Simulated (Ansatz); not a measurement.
MoS2 (P6_3/mmc) from a database structure, relaxed with r2SCAN+rVV10 in the PAW code Ansatz. It is hexagonal, P6_3/mmc (No. 194); conventional cell a = 3.173 Å, c = 12.436 Å, 18.07 Å³ an atom. Mo is surrounded by 6 S at 2.40 Å; S is surrounded by 3 Mo at 2.40 Å.

The axes x, y and z are those of this cell:
```xyz
6
Lattice="3.1730 0.0000 0.0000 -1.5865 2.7479 0.0000 0.0000 0.0000 12.4359" Properties=species:S:1:pos:R:3 pbc="T T T"
Mo    1.5865    0.9160    3.1090
Mo    0.0000    1.8319    9.3269
S     0.0000    1.8319    4.6647
S     1.5865    0.9160   10.8827
S     0.0000    1.8319    1.5533
S     1.5865    0.9160    7.7712
```

Unstrained: With PBE the valence top lies at Γ and the conduction bottom at Γ–K (0.53 of the way from Γ), 0.927 eV higher; the smallest vertical gap, at K, is 1.635 eV. With r2SCAN the valence top lies at Γ and the conduction bottom at Γ–K (0.53 of the way from Γ), 1.032 eV higher; the smallest vertical gap, at K, is 1.742 eV. HSE06 gives an indirect gap of 1.477 eV, from Γ to K; the least direct gap is 2.092 eV at K. A second conduction valley, at Γ–K (0.53 of the way from Γ), lies only 14 meV higher, so their order isn't settled. Meshes: PBE 12×12×2, r2SCAN 12×12×2, HSE06 6×6×2. Strains are changes of length per length. After each strain the atoms were relaxed again with r2SCAN+rVV10 within the symmetry that the strain leaves, so tilts or polar shifts that break it weren't tested; points keep the names that they have in the unstrained zone. Calculated for a static, non-magnetic cell.

**Question.** Apply uniaxial -4.71 % along y, other directions held. How far does the gap move, against the unstrained cell?

**Answer.** PBE: the gap goes from 0.927 to 0.972 eV (+0.045 eV); the edges go from Γ → Γ–K (0.53) to Γ → (0.172, 0.185, 0). r2SCAN: the gap goes from 1.032 to 1.088 eV (+0.056 eV); the edges go from Γ → Γ–K (0.53) to Γ → (0.172, 0.185, 0). HSE06: the gap goes from 1.477 to 1.541 eV (+0.064 eV); the edges go from Γ → K to Γ → (0.172, 0.185, 0).

**Question.** For epitaxial +3.65 % in the xy plane, how far does the free direction move, and what happens to the gap?

**Answer.** The normal strain at zero normal stress is -1.45 %, 0.40 of the in-plane strain with the sign turned. PBE: the gap goes from 0.927 to 0.338 eV (-0.589 eV); the edges go from Γ → Γ–K (0.53) to Γ → K; with r2SCAN the top three valence levels at Γ, grouped 1+1+1 from the top over 1364 meV, become 1+1+1 over 1194 meV. r2SCAN: the gap goes from 1.032 to 0.379 eV (-0.653 eV); the edges go from Γ → Γ–K (0.53) to Γ → K. HSE06: the gap goes from 1.477 to 0.719 eV (-0.758 eV).

**Question.** Apply uniaxial +1.51 % along z, other directions held. How far does the gap move, against the unstrained cell?

**Answer.** PBE: the gap goes from 0.927 to 1.005 eV (+0.078 eV); with r2SCAN the top three valence levels at Γ, grouped 1+1+1 from the top over 1364 meV, become 1+1+1 over 1428 meV. r2SCAN: the gap goes from 1.032 to 1.112 eV (+0.080 eV). HSE06: the gap goes from 1.477 to 1.547 eV (+0.070 eV).

Spin-orbit coupling is left out.

Where an edge lies off the special points, it is a point of the mesh or the k point where a search put PBE's edge or least direct gap, reused for the other functionals, whose own edges may lie a little apart.

Coordinates of k points refer to the reciprocal vectors of the primitive cell of the runs.

The meshes of the hybrids are coarse, so their gaps aren't converged to the digits shown.

The splittings at Γ are without spin-orbit coupling, which regroups them where it is of like size or larger.
